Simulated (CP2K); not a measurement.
# Mn (P6_3/mmc) in CP2K: single point with PBE

Aim: the single point of Mn with PBE.

Program: CP2K 2026.2. These are calculated values, not measurements. Logs are shortened: lines on timing, memory, paths and dates and some standing lists are left out, and cuts for length are marked.

## Step 1: Starting point

It takes space group P6_3/mmc (No. 194, hexagonal). Conventional cell: a = 2.484 Å, b = 2.484 Å, c = 4.026 Å, α = 90.00°, β = 90.00°, γ = 120.00°. Mn (site symmetry -6m2) is surrounded by 12 Mn at 2.47 to 2.48 Å.

This isn't the form of Mn at room conditions, which is a 58-atom cubic cell.

## Step 2: Single point, PBE, collinear spin, ferromagnetic start

The input, mn_scf.inp:

```
&GLOBAL
  PROJECT mn_scf
  RUN_TYPE ENERGY_FORCE
  PRINT_LEVEL LOW
&END GLOBAL
&FORCE_EVAL
  METHOD QS
  STRESS_TENSOR ANALYTICAL
  &DFT
    BASIS_SET_FILE_NAME BASIS_MOLOPT_UCL
    POTENTIAL_FILE_NAME GTH_POTENTIALS
    UKS T
    MULTIPLICITY 13
    &MGRID
      CUTOFF 500
      REL_CUTOFF 60
      NGRIDS 5
    &END MGRID
    &QS
      METHOD GPW
      EPS_DEFAULT 1.0E-10
    &END QS
    &KPOINTS
      SCHEME MONKHORST-PACK 12 12 7
      GAMMA_CENTERED T
      SYMMETRY T
      SYMMETRY_BACKEND SPGLIB
    &END KPOINTS
    &SCF
      SCF_GUESS ATOMIC
      EPS_SCF 1.0E-6
      MAX_SCF 150
      ADDED_MOS 16 28
      CHOLESKY OFF
      EPS_EIGVAL 1.0E-7
      &DIAGONALIZATION ON
        ALGORITHM STANDARD
      &END DIAGONALIZATION
      &MIXING ON
        METHOD PULAY_MIXING
        ALPHA 0.4
        BETA 1.5
        NBUFFER 6
      &END MIXING
      &SMEAR ON
        METHOD FERMI_DIRAC
        ELECTRONIC_TEMPERATURE 580.23
      &END SMEAR
    &END SCF
    &XC
      &XC_FUNCTIONAL PBE
      &END XC_FUNCTIONAL
    &END XC
    &PRINT
      &KPOINTS ON
      &END KPOINTS
      &MULLIKEN ON
      &END MULLIKEN
      &MO ON
        ENERGIES T
        OCCUPATION_NUMBERS T
        &EACH
          QS_SCF 0
        &END EACH
        ADD_LAST NUMERIC
      &END MO
    &END PRINT
  &END DFT
  &SUBSYS
    &CELL
      A 2.4836457705 0.0000000000 0.0000000000
      B -1.2418228853 2.1509003313 0.0000000000
      C 0.0000000000 0.0000000000 4.0261950000
      PERIODIC XYZ
    &END CELL
    &COORD
      Mn  -0.0000000002 1.4339335543 1.0065487500
      Mn  1.2418228854 0.7169667770 3.0196462500
    &END COORD
    &KIND Mn
      BASIS_SET TZVP-MOLOPT-SR-GTH-q15
      POTENTIAL GTH-PBE-q15
      MAGNETIZATION 5.5
    &END KIND
    &PRINT
      &ATOMIC_COORDINATES ON
      &END ATOMIC_COORDINATES
      &CELL ON
      &END CELL
    &END PRINT
  &END SUBSYS
  &PRINT
    &FORCES ON
    &END FORCES
    &STRESS_TENSOR ON
    &END STRESS_TENSOR
  &END PRINT
&END FORCE_EVAL
```

Potentials or basis: GTH_POTENTIALS Mn GTH-PBE-q15; TZVP-MOLOPT-SR-GTH basis.

Launch:

```bash
$ OMP_NUM_THREADS=1 cp2k.psmp -i mn_scf.inp -o mn_scf.out
```

mn_scf.out:

```text

 CP2K| version string:                                       CP2K version 2026.2
 CP2K| Input file name                                                mn_scf.inp

 GLOBAL| Force Environment number                                              1
 GLOBAL| Basis set file name                                    BASIS_MOLOPT_UCL
 GLOBAL| Potential file name                                      GTH_POTENTIALS
 GLOBAL| MM Potential file name                                     MM_POTENTIAL
 GLOBAL| Coordinate file name                                      __STD_INPUT__
 GLOBAL| Method name                                                        CP2K
 GLOBAL| Project name                                                     mn_scf
 GLOBAL| Run type                                                   ENERGY_FORCE
 GLOBAL| FFT library                                                       FFTW3
 GLOBAL| Diagonalization library                                       ScaLAPACK
 GLOBAL| Cholesky decomposition library                                ScaLAPACK
 GLOBAL| DGEMM library                                                      BLAS
 GLOBAL| Direct generalized diagonalization requested                          F
 GLOBAL| Matrix multiplication library                                 ScaLAPACK
 GLOBAL| Global print level                                                  LOW
 GLOBAL| Total number of message passing processes                             1
 GLOBAL| Number of threads for this process                                    1
 GLOBAL| CPU model name                          AMD EPYC 9R45 96-Core Processor

 CELL| Volume [angstrom^3]:                                            21.508234
 CELL| Vector a [angstrom]:       2.484     0.000     0.000   |a| =     2.483646
 CELL| Vector b [angstrom]:      -1.242     2.151     0.000   |b| =     2.483646
 CELL| Vector c [angstrom]:       0.000     0.000     4.026   |c| =     4.026195
 CELL| Angle (b,c), alpha [degree]:                                    90.000000
 CELL| Angle (a,c), beta  [degree]:                                    90.000000
 CELL| Angle (a,b), gamma [degree]:                                   120.000000
 CELL| Numerically orthorhombic:                                              NO
 CELL| Periodicity                                                           XYZ

 CELL_REF| Volume [angstrom^3]:                                        21.508234
 CELL_REF| Vector a [angstrom     2.484     0.000     0.000   |a| =     2.483646
 CELL_REF| Vector b [angstrom    -1.242     2.151     0.000   |b| =     2.483646
 CELL_REF| Vector c [angstrom     0.000     0.000     4.026   |c| =     4.026195
 CELL_REF| Angle (b,c), alpha [degree]:                                90.000000
 CELL_REF| Angle (a,c), beta  [degree]:                                90.000000
 CELL_REF| Angle (a,b), gamma [degree]:                               120.000000
 CELL_REF| Numerically orthorhombic:                                          NO
 CELL_REF| Periodicity                                                       XYZ

 GENERATE|  Preliminary Number of Bonds generated:                             0
 GENERATE|  Achieved consistency in connectivity generation.
[... 133 lines left out ...]
     7 Pulay/Diag. 0.40E+00    7.7     0.04557519      -208.9899579017  1.16E+00
     8 Pulay/Diag. 0.40E+00    7.8     0.00793562      -207.3365521270  1.65E+00
     9 Pulay/Diag. 0.40E+00    7.8     0.00924278      -208.1317961507 -7.95E-01
    10 Pulay/Diag. 0.40E+00    7.7     0.00376412      -207.8830483756  2.49E-01
    11 Pulay/Diag. 0.40E+00    7.7     0.00071635      -208.1515794784 -2.69E-01
    12 Pulay/Diag. 0.40E+00    7.7     0.00015982      -208.2233206326 -7.17E-02
    13 Pulay/Diag. 0.40E+00    7.7     0.00005243      -208.2275209661 -4.20E-03
    14 Pulay/Diag. 0.40E+00    7.8     0.00004156      -208.2265013185  1.02E-03
    15 Pulay/Diag. 0.40E+00    7.9     0.00000601      -208.2265365506 -3.52E-05
    16 Pulay/Diag. 0.40E+00    7.9     0.00000023      -208.2265428653 -6.31E-06

  *** SCF run converged in    16 steps ***

  Electronic density on regular grids:        -29.9999999851        0.0000000149
  Core density on regular grids:               29.9999999992       -0.0000000008
  Total charge density on r-space grids:        0.0000000141
  Total charge density g-space grids:           0.0000000141

  Overlap energy of the core charge distribution:               0.00000000000000
  Self energy of the core charge distribution:               -347.78809944724708
  Core Hamiltonian energy:                                     95.61266596438438
  Hartree energy:                                              67.08320419371719
  Exchange-correlation energy:                                -23.13350808068932
  Electronic entropic energy:                                  -0.00080549463679
  Fermi energy:                                                 0.56497495011987

  Total energy:                                              -208.22654286526591
  Total energy (extrapolated to T->0):                       -208.22614011794752

 MO| ALPHA EIGENVALUES AND OCCUPATION NUMBERS FOR K POINT 1
 MO|
 MO|  Index      Eigenvalue [a.u.]        Eigenvalue [eV]             Occupation
 MO|      1              -2.435793             -66.281310               1.000000
 MO|      2              -2.435504             -66.273436               1.000000
 MO|      3              -1.196054             -32.546279               1.000000
 MO|      4              -1.195040             -32.518701               1.000000
 MO|      5              -1.183215             -32.196922               1.000000
 MO|      6              -1.181559             -32.151846               1.000000
[... 594 lines left out ...]
 MO|     36               2.356651              64.127740               0.000000
 MO|     37               2.403057              65.390502               0.000000
 MO| Sum:                                                              14.981596
 MO| E(Fermi):            0.564975 a.u.         15.373750 eV
 MO| Band gap:            0.018607 a.u.          0.506331 eV

 [... the levels of further k-points ...]

  Integrated spin density:                                          0.0000001423
  Integrated absolute spin density:                                 0.0000003945

 !-----------------------------------------------------------------------------!
                     Mulliken Population Analysis

 #  Atom  Element  Kind  Atomic population (alpha,beta) Net charge  Spin moment
       1     Mn       1         7.500000     7.500000    -0.000000     0.000000
       2     Mn       1         7.500000     7.500000     0.000000     0.000000
 # Total charge and spin       15.000000    15.000000    -0.000000     0.000000

 !-----------------------------------------------------------------------------!

 ENERGY| Total FORCE_EVAL ( QS ) energy [hartree]           -208.226544977337824

 FORCES| Atomic forces [hartree/bohr]
 FORCES|   Atom     x               y               z               |f|
 FORCES|      1 -4.93146038E-08  1.70723767E-08  2.37795319E-08   5.73486035E-08
 FORCES|      2  4.93146024E-08 -1.70723850E-08 -2.37795179E-08   5.73485991E-08
 FORCES| Sum    -1.32821066E-15 -8.29821185E-15  1.39279805E-14
 FORCES| Total atomic force                                       1.62669329E-14

 STRESS| Analytical stress tensor [bar]
 STRESS|                        x                   y                   z
 STRESS|      x       -8.08772820578E+03   1.01977864434E+01   5.39888226455E-03
 STRESS|      y        1.01977864434E+01  -8.07582741670E+03   3.11960724949E-03
 STRESS|      z        5.39888226455E-03   3.11960724949E-03  -1.20795160718E+04
 STRESS| 1/3 Trace                                            -9.41435723142E+03
 STRESS| Determinant                                          -7.88973509944E+11

 STRESS| Eigenvectors and eigenvalues of the analytical stress tensor [bar]
 STRESS|                        1                   2                   3
 STRESS| Eigenvalues  -1.20795160718E+04  -8.09358467549E+03  -8.06997094698E+03
 STRESS|      x          -0.000001350516      0.867172863840      0.498007253178
 STRESS|      y          -0.000000775743     -0.498007253179      0.867172863840
 STRESS|      z           0.999999999999      0.000000784805      0.000001345270
```

It took 2.4 min on 1 thread of AMD EPYC 9R45 (Zen 5), shared host; peak memory 0.53 GiB.

Results:

| Quantity | Value |
| --- | --- |
| Free energy | -5666.1324 eV |
| Pressure | -0.9 GPa |
| Band gap on the k mesh | none (metal or under the smearing width) |
| Net moment | 0.00 μB per cell |
| Absolute moment | 0.00 μB per cell |

Caveat: the starting moments collapsed, and a magnetic state may lie lower; the basis of atomic orbitals isn't converged, which shifts pressures, moduli and gaps.
